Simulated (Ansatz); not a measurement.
## Property card for TlBr

These are results of Ansatz, DFT PBE+D3(BJ), scalar-relativistic, plane waves, PAW, not measurements.

Plane waves to 420 eV, a k mesh through Γ of 8×8×8 on the computed 2-atom cell and Gaussian smearing (0.02 eV); no spin polarisation.

The structure is relaxed at this level of theory with its symmetry kept.

It takes space group Pm-3m (No. 221, cubic). The conventional cell has a = 3.980 Å, b = 3.980 Å, c = 3.980 Å, α = 90.00°, β = 90.00°, γ = 90.00°. Tl (site symmetry m-3m) is surrounded by 8 Br at 3.45 Å. Br (site symmetry m-3m) has 8 Tl at 3.45 Å as nearest neighbours.

- Volume per atom: 31.52 Å³
- Kohn–Sham band gap: 1.86 eV, direct at X
- Löwdin character of the top 1 eV of the valence band: Br 4p 83 %, Tl 6s 14 %
- Löwdin character of the lowest 1 eV of the conduction band: Tl 6p 83 %, Br 4p 7 %
- Electron masses at the edge by Cartesian direction of the standard setting (m_e; degenerate bands sorted by energy; no spin-orbit coupling): x: 0.23; y: 0.23; z: 0.16
- Hole masses at the edge by Cartesian direction of the standard setting (m_e; degenerate bands sorted by energy; no spin-orbit coupling): x: 0.47; y: 0.47; z: 0.26
- Electronic dielectric constant xx, yy, zz of the standard setting (independent particles): 6.6, 6.6, 6.6
- Bader charges (e): Tl (1 in the cell) 0.65, Br (1 in the cell) -0.65

Spin-orbit coupling is left out, which matters for the bands of heavy elements.

Cost: 4 runs of about 0.45 core-minutes in all, on Intel Xeon 6975P-C (Granite Rapids) (shared hosts).